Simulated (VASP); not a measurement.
# CuO (Tenorite) (C2/c) in VASP: notebook, part 2 of 2

VASP 6.6.1.

**3. Single point, PBE**

File INCAR:

```
ALGO = Normal
EDIFF = 1E-6
ENCUT = 520
GGA = PE
ISIF = 2
ISMEAR = 0
LASPH = T
LCHARG = F
LREAL = F
LWAVE = F
NELM = 100
PREC = Accurate
SIGMA = 0.012
```

File KPOINTS:

```
k-points
0
Gamma
  10 10 5
```

File POSCAR:

```
CuO
1.0
    2.3418500000     -1.7113000000      0.0000000000
    2.3418500000      1.7113000000      0.0000000000
   -0.8500274268      0.0000000000      5.0578693947
Cu O
2 2
Direct
    0.5000000000      0.0000000000      0.5000000000
    0.0000000000      0.5000000000      0.0000000000
    0.4184000000      0.5816000000      0.7500000000
    0.5816000000      0.4184000000      0.2500000000
```

Potentials or basis: VASP PAW PBE potentials, release 64 (Cu, O).

Started as:

```bash
$ cat potpaw_PBE.64/Cu/POTCAR potpaw_PBE.64/O/POTCAR > POTCAR
$ mpirun -np 1 vasp_std > vasp.out
```

OUTCAR:

```text
EDIFF = 1E-6
   ENCUT = 520
   GGA = PE
   ISIF = 2
   ISMEAR = 0
   LASPH = T
   LREAL = F
   NELM = 100
   PREC = Accurate

 ion  position               nearest neighbor table
   1  0.500  0.000  0.500-   3 1.95   4 1.95   4 1.96   3 1.96
   2  0.000  0.500  0.000-   4 1.95   3 1.95   4 1.96   3 1.96
   3  0.418  0.582  0.750-   2 1.95   1 1.95   2 1.96   1 1.96
   4  0.582  0.418  0.250-   1 1.95   2 1.95   2 1.96   1 1.96

  LATTYP: Found a base centered monoclinic cell.
 ALAT       =     4.6837000000
 B/A-ratio  =     0.7307470589
 C/A-ratio  =     1.0950317057
 COS(beta)  =    -0.1657361228

  Lattice vectors:

 A1 = (   2.3418500000,  -1.7113000000,   0.0000000000)
 A2 = (   2.3418500000,   1.7113000000,   0.0000000000)
 A3 = (  -0.8500274268,   0.0000000000,   5.0578693947)

Analysis of symmetry for initial positions (statically):
=====================================================================
 Subroutine PRICEL returns:
 Original cell was already a primitive cell.

 Routine SETGRP: Setting up the symmetry group for a
 base centered monoclinic supercell.

 Subroutine GETGRP returns: Found  4 space group operations
 (whereof  2 operations were pure point group operations)
 out of a pool of  4 trial point group operations.

The static configuration has the point symmetry S_2 .
 The point group associated with its full space group is C_2h.

Analysis of symmetry for dynamics (positions and initial velocities):
=====================================================================
 Subroutine PRICEL returns:
 Original cell was already a primitive cell.

 Routine SETGRP: Setting up the symmetry group for a
 base centered monoclinic supercell.

 Subroutine GETGRP returns: Found  4 space group operations
 (whereof  2 operations were pure point group operations)
 out of a pool of  4 trial point group operations.

The dynamic configuration has the point symmetry S_2 .
 The point group associated with its full space group is C_2h.

 Subroutine INISYM returns: Found  4 space group operations
 (whereof  2 operations are pure point group operations),
 and found     1 'primitive' translations

----------------------------------------------------------------------------------------

                                     Primitive cell

  volume of cell :      40.5399

  direct lattice vectors                    reciprocal lattice vectors
     2.341850000 -1.711300000  0.000000000     0.213506416 -0.292175539  0.035881968
     2.341850000  1.711300000  0.000000000     0.213506416  0.292175539  0.035881968
    -0.850027427  0.000000000  5.057869395     0.000000000  0.000000000  0.197711709

  length of vectors
     2.900484289  2.900484289  5.128800000     0.363646877  0.363646877  0.197711709

  position of ions in fractional coordinates (direct lattice)
     0.500000000  0.000000000  0.500000000
     0.000000000  0.500000000  0.000000000
     0.418400000  0.581600000  0.750000000
     0.581600000  0.418400000  0.250000000

  ion indices of the primitive-cell ions
   primitive index   ion index
                 1           1
                 2           2
                 3           3
                 4           4

----------------------------------------------------------------------------------------

 KPOINTS: k-points

Automatic generation of k-mesh.
 Grid dimensions read from file:
 generate k-points for:   10   10    5

 Generating k-lattice:

  Cartesian coordinates                     Fractional coordinates (reciprocal lattice)
     0.021350642 -0.029217554  0.003588197     0.100000000  0.000000000  0.000000000
     0.021350642  0.029217554  0.003588197     0.000000000  0.100000000  0.000000000
     0.000000000  0.000000000  0.039542342     0.000000000  0.000000000  0.200000000

  Length of vectors
     0.036364688  0.036364688  0.039542342

  Shift w.r.t. Gamma in fractional coordinates (k-lattice)
     0.000000000  0.000000000  0.000000000

 Subroutine IBZKPT returns following result:
 ===========================================

 Found    141 irreducible k-points:

 Following reciprocal coordinates:
            Coordinates               Weight
  0.000000  0.000000  0.000000      1.000000
  0.100000 -0.000000  0.000000      4.000000
  0.200000 -0.000000  0.000000      4.000000
  0.300000 -0.000000  0.000000      4.000000
  0.400000 -0.000000  0.000000      4.000000
  0.500000 -0.000000  0.000000      2.000000
[... 16 lines left out ...]
  0.300000  0.300000  0.000000      2.000000
  0.400000  0.300000  0.000000      4.000000
 [... further k-points ...]
   k-points           NKPTS =    141   k-points in BZ     NKDIM =    141   number of bands    NBANDS=     21
   number of dos      NEDOS =    301   number of ions     NIONS =      4
   total plane-waves  NPLWV =  23040
   dimension x,y,z NGX =    24 NGY =   24 NGZ =   40
   dimension x,y,z NGXF=    48 NGYF=   48 NGZF=   80
   ions per type =               2   2
   NGX,Y,Z   is equivalent  to a cutoff of  13.76, 13.76, 12.97 a.u.
   NGXF,Y,Z  is equivalent  to a cutoff of  27.51, 27.51, 25.93 a.u.
 SYSTEM =  unknown system
   PREC   = accura    normal or accurate (medium, high low for compatibility)
   ISTART =      0    job   : 0-new  1-cont  2-samecut
   ICHARG =      2    charge: 1-file 2-atom 10-const
   ISPIN  =      1    spin polarized calculation?
   LNONCOLLINEAR =      F non collinear calculations
   LSORBIT =      F    spin-orbit coupling
   LASPH  =      T    aspherical Exc in radial PAW
   ENCUT  =  520.0 eV  38.22 Ry    6.18 a.u.   5.39  5.39  9.54*2*pi/ulx,y,z
   NELM   =    100;   NELMIN=  2; NELMDL= -5     # of ELM steps
   EDIFF  = 0.1E-05   stopping-criterion for ELM
[... 8 lines left out ...]
   TEBEG  =    0.0;   TEEND  =   0.0 temperature during run
   PSTRESS=    0.0 pullay stress
   NELECT =      34.0000    total number of electrons
   NUPDOWN=      -1.0000    fix difference up-down
   EMIN   =  10.00;   EMAX   =-10.00  energy-range for DOS
   EFERMI =   0.00;   METHOD = LEGACY
   ISMEAR =     0;   SIGMA  =   0.01  broadening in eV -4-tet -1-fermi 0-gaus
   EFERMI_NEDOS =   21; number of points for ismear=-14 and -15
   IALGO  =     38    algorithm
   IMIX   =      4    mixing-type and parameters
     AMIX     =   0.40;   BMIX     =  1.00
     AMIX_MAG =   1.60;   BMIX_MAG =  1.00
  volume/ion in A,a.u.               =      10.13        68.39
  Fermi-wavevector in a.u.,A,eV,Ry     =   1.543856  2.917465 32.429379  2.383492
  Thomas-Fermi vector in A             =   2.649460
   LORBIT       =      0    0 simple, 1 ext, 2 COOP (PROOUT), +10 PAW based schemes
   GGA     = PE    functional components
   LHFCALC =     F    Hartree Fock is set to
   AEXX    =    0.0000 exact exchange contribution
   IVDW    =     0    specifies the selected vdW correction
   LEPSILON=     F    determine dielectric tensor
   LRPA    =     F    only Hartree local field effects (RPA)
 non-spin polarized calculation
 Gauss-broadening in eV      SIGMA  =   0.01
  energy-cutoff  :      520.00
  volume of cell :       40.54
 maximum number of plane-waves:      1129
 NGX is ok and might be reduce to    24
   NGX = 11   NGY = 11   NGZ = 19

 number of electron      34.0000001 magnetization

 Free energy of the ion-electron system (eV)
  ---------------------------------------------------
  ext. energy  EPLUGINS =         0.00000000
  ---------------------------------------------------
  free energy    TOTEN  =       -19.52123279 eV

  energy without entropy =      -19.52107014  energy(sigma->0) =      -19.52115146

 E-fermi :   5.7136     XC(G=0): -11.9152

 val. band max:        5.7043897423   @ k =  -0.4000   0.2000   0.4000
 cond. band min:       5.7222435550   @ k =   0.5000   0.2000   0.4000
 fundamental gap:      0.0178538127
 Fermi energy:         5.7135565236

 k-point     1 :       0.0000    0.0000    0.0000
  band No.  band energies     occupation
      1     -14.2146      2.00000
      2     -12.8883      2.00000
      3      -2.4332      2.00000
      4       0.1583      2.00000
      5       0.5544      2.00000
      6       2.4023      2.00000
[... 550 lines left out ...]
      5       0.1812      2.00000
      6       0.3742      2.00000
[... 13 lines left out ...]
     20      12.2238      0.00000
     21      14.7108      0.00000

 [... further k-points ...]

------------------------ aborting loop because EDIFF is reached ----------------------------------------

  FORCE on cell =-STRESS in cart. coord.  units (eV):
  Direction    XX          YY          ZZ          XY          YZ          ZX
  --------------------------------------------------------------------------------------
  -------------------------------------------------------------------------------------
  Total        1.5782196      1.7997341      1.3960509      0.0000000      0.0000000     -0.3455693
  in kB       62.3727923     71.1272636     55.1733071      0.0000000      0.0000000    -13.6572372
  external PRESSURE =      62.8911210 kB  Pullay stress =       0.0000000 kB

 VOLUME and BASIS-vectors are now :
 -----------------------------------------------------------------------------
  energy-cutoff  :      520.00
  volume of cell :       40.54
      direct lattice vectors                 reciprocal lattice vectors
     2.341850000 -1.711300000  0.000000000     0.213506416 -0.292175539  0.035881968
     2.341850000  1.711300000  0.000000000     0.213506416  0.292175539  0.035881968
    -0.850027427  0.000000000  5.057869395     0.000000000  0.000000000  0.197711709

 POSITION                                       TOTAL-FORCE (eV/Angst)
 -----------------------------------------------------------------------------------
      0.74591     -0.85565      2.52893         0.000000      0.000000     -0.000000
      1.17092      0.85565      0.00000         0.000000      0.000000     -0.000000
      1.70433      0.27928      3.79340        -0.000000     -0.218939     -0.000000
      2.12934     -0.27928      1.26447         0.000000      0.218939      0.000000
 -----------------------------------------------------------------------------------
    total drift:                                0.000000      0.000000     -0.000000

  FREE ENERGIE OF THE ION-ELECTRON SYSTEM (eV)
  ---------------------------------------------------
  free  energy   TOTEN  =       -19.5212327875 eV

  energy  without entropy=      -19.5210701422  energy(sigma->0) =      -19.52115146
```

stdout:

```text
POSCAR found type information on POSCAR CuO
 POSCAR found :  2 types and       4 ions
 scaLAPACK will be used
 LDA part: xc-table for (Slater+PW92), standard interpolation
 POSCAR, INCAR and KPOINTS ok, starting setup
 FFT: planning ... GRIDC
 FFT: planning ... GRID_SOFT
 FFT: planning ... GRID
 WAVECAR not read
 entering main loop
```

It took 43 s on 1 thread of Intel Xeon 6975P-C (Granite Rapids), shared host; peak memory 0.23 GiB.

What came out:

```
Free energy            : -19.5212 eV
Pressure               : 6.3 GPa
Largest force          : 0.219 eV/Å
Band gap on the k mesh : none (metal or under the smearing width)
```

Forces on the atoms (eV/Å):
```
Cu   0.000  0.000  0.000
Cu   0.000  0.000  0.000
O    0.000 -0.219  0.000
O    0.000  0.219  0.000
```

Levels at points of the mesh, in eV from the Fermi level:
```tsv
k point	band 13	band 14	band 15	band 16	band 17	band 18	band 19	band 20	band 21
(0.00, 0.00, 0.00)	-2.39	-2.22	-2.17	-1.67	0.22	0.95	1.73	6.05	8.18
(0.50, 0.00, 0.00)	-2.06	-1.60	-1.51	-1.42	0.01	0.26	4.89	6.34	6.97
(0.50, 0.50, 0.00)	-2.14	-2.13	-1.67	-1.22	-0.66	1.07	3.37	7.12	8.54
```

Caveat: the run has no spin polarisation, though such a crystal can be magnetic; semilocal functionals often make such compounds metallic where correlation or magnetic order opens a gap, which also shifts bond lengths. With open d or f shells a metallic result of PBE can be an artefact of self-interaction; +U or a hybrid may open a gap.

**4. The reference run**

An earlier run on the cell as given: functional PBE; potentials or basis VASP PAW PBE potentials, release 64 (Cu, O); cutoff 520 eV; k mesh 10 × 10 × 5; occupations fermi-dirac, width 0.05 eV; no spin polarisation.

- Pressure: 6.4 GPa
- Largest force: 0.219 eV/Å
- Band gap on the k mesh: none (metal or under the smearing width)

**5. Summary**

| task | level | cell | k mesh | cutoff (eV) | smearing | ladder | gap on the mesh (eV) | pressure (GPa) | largest force (eV/Å) |
| --- | --- | --- | --- | --- | --- | --- | --- | --- | --- |
| relaxation of cell and atoms | PBEsol | relaxed | 8 × 8 × 4 | 600 | fermi-dirac 0.05 eV | gaps | none | 0.0 | 0.01 |
| single point | PBE | as given | 10 × 10 × 5 | 520 | gaussian 0.012 eV | - | none | 6.3 | 0.22 |
| single point | PBE | as given | 10 × 10 × 5 | 520 | fermi-dirac 0.05 eV | - | none | 6.4 | 0.22 |

Alike in all rows: potentials or basis VASP PAW PBE potentials, release 64 (Cu, O); no spin polarisation.

Caveats: the run has no spin polarisation, though such a crystal can be magnetic; semilocal functionals often make such compounds metallic where correlation or magnetic order opens a gap, which also shifts bond lengths; the PAW data sets were made with another functional, which shifts forces and pressure a little (some runs).

Absolute energies hang on the potentials; compare differences alone.
